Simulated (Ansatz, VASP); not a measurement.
**Two plane-wave programs on TiAl3**

```xyz
4
Lattice="-1.9079 1.9079 4.2768 1.9079 -1.9079 4.2768 1.9079 1.9079 -4.2768" Properties=species:S:1:pos:R:3 pbc="T T T"
Ti    0.0000    0.0000    0.0000
Al    0.0000    0.0000    4.2768
Al    0.0000    1.9079    2.1384
Al    1.9079    0.0000    2.1384
```

Alike in both runs: functional PBEsol; k mesh 16 × 16 × 16; occupations gaussian, width 0.1 eV; no spin polarisation.

Ansatz relaxed the structure, and its values are those at the end. VASP's run is a single point on that final structure, the one shown.

```csv
,VASP,Ansatz
version,VASP 6.6.1,Ansatz 0.2.0
potentials or method,"VASP PAW PBE potentials, release 64 (Ti_sv, Al)","scalar-relativistic, plane waves, PAW"
plane-wave cutoff (eV),520,420
valence electrons in the cell,21,21
```

|  | VASP | Ansatz | Ansatz less VASP |
| --- | --- | --- | --- |
| gap on the k mesh at the Fermi level (eV) | none | none | - |
| pressure (GPa) | 0.1 | 0.0 | -0.08 |

A gap of «none» marks a metal or a gap that the smearing closes.

Caveats: the PAW data sets were made with another functional, which shifts forces and pressure a little (VASP).
